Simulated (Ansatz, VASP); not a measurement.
**Two plane-wave programs on KF (Carobbiite)**

The input INCAR:

```
PREC     = Accurate       # precision mode
ENCUT    = 520            # plane-wave cutoff, eV
EDIFF    = 1E-6           # SCF threshold, eV
ISMEAR   = -1             # smearing method
SIGMA    = 0.02           # smearing width, eV
LREAL    = False          # projectors in reciprocal space
LASPH    = True           # aspherical terms in the spheres
NELM     = 80             # most SCF steps
ALGO     = Normal         # electronic algorithm
ISIF     = 2              # what is computed and relaxed
LWAVE    = False          # write WAVECAR
LCHARG   = True           # write CHGCAR
GGA      = PE             # functional
LELF     = True           # ELF
LVHAR    = True         
NBANDS   = 15             # bands
```

KPOINTS

```
regular mesh
0
Gamma
  8 8 8
```

File POSCAR:

```
KF
1.0
    0.0000000000      2.7568062834      2.6589566777
    2.7568062834      0.0000000000      2.6589566777
    2.7568062834      2.7568062834      0.0000000000
K F
1 1
Direct
    0.0000000000      0.0000000000      0.0000000000
    0.5000000000      0.5000000000      0.5000000000
```

Input for Ansatz:

```yaml
crystal:
  lattice:
    - [0.0, 2.7568062834, 2.6589566777]
    - [2.7568062834, 0.0, 2.6589566777]
    - [2.7568062834, 2.7568062834, 0.0]
  atoms:
    - { symbol: K, position: [0.0, 0.0, 0.0] }
    - { symbol: F, position: [0.5, 0.5, 0.5] }
kpoints:
  mp_grid: { grid: [8, 8, 8] }
  band_path:
    path:
      - [0.0, 0.0, 0.0]
      - [0.5, 0.0, 0.5]
      - [0.625, 0.25, 0.625]
      - [0.375, 0.375, 0.75]
      - [0.5, 0.5, 0.5]
      - [0.5, 0.25, 0.75]
      - [-0.002604, -0.002604, 0.0]
    npoints: 1
hamiltonian:
  xc: pbe
scf:
  occupations: { method: fermi_dirac, width: 0.02 }
  n_extra_bands: 4
output:
  forces: true
  stress: true
  eigenvalues: true
```

Change from the starting cell: biaxial_xy strain +3.7%.

Alike in both runs: task single point; functional PBE; k mesh 8 × 8 × 8; occupations fermi-dirac, width 0.02 eV; no spin polarisation.

```csv
,VASP,Ansatz
version,VASP 6.6.1,Ansatz 0.2.0
potentials or method,"VASP PAW PBE potentials, release 64 (K_sv, F)","plane waves, PAW"
plane-wave cutoff (eV),520,420
valence electrons in the cell,16,16
```

Ansatz gave:

```
gap on the k mesh at the Fermi level (eV)       : 5.85
pressure (GPa)                                  : -0.3
largest component of the traceless stress (GPa) : 1.06
```

Question: Which values does VASP return?

Answer: gap on the k mesh at the Fermi level (eV): 5.84; pressure (GPa): -0.3; largest component of the traceless stress (GPa): 1.11.

A k mesh can miss the band edges.
